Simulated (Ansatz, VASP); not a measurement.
One calculation of Al2Co, two programs

```
CELL_PARAMETERS angstrom
0.00000 3.47800 3.47800
3.47800 0.00000 3.47800
3.47800 3.47800 0.00000
ATOMIC_POSITIONS crystal
Al 0.12500 0.12500 0.62500
Al 0.12500 0.12500 0.12500
Al 0.12500 0.62500 0.12500
Al 0.62500 0.12500 0.12500
Co 0.50000 0.50000 0.50000
Co 0.75000 0.75000 0.75000
```

Change from the starting cell: species swapped into the TaV2 type (Fd-3m, No. 227).

Alike in both runs: task single point; functional PBE; k mesh 4 × 4 × 4; occupations gaussian, width 0.1 eV; collinear spin.

```csv
,VASP,Ansatz
version,VASP 6.6.1,Ansatz 0.2.0
potentials or method,"VASP PAW PBE potentials, release 64 (Al, Co)","scalar-relativistic, plane waves, PAW"
plane-wave cutoff (eV),520,420
valence electrons in the cell,30,46
```

Ansatz gave:

* gap on the k mesh at the Fermi level (eV): none
* pressure (GPa): 0.3
* net moment per atom (μB): 0.21
* size of the moment on the site where the two differ most (μB): 0.71

Question: Which values does VASP return?

Answer: gap on the k mesh at the Fermi level (eV): none; pressure (GPa): 0.4; net moment per atom (μB): 0.20; size of the moment on the site where the two differ most (μB): 0.68.

Site moments also hang on the region over which each program counts them. A gap of «none» marks a metal or a gap that the smearing closes. The two sets of potentials don't hold the same shells in valence.

Caveats: the k mesh is coarse (spacing up to 0.39 Å⁻¹), so the values aren't converged.
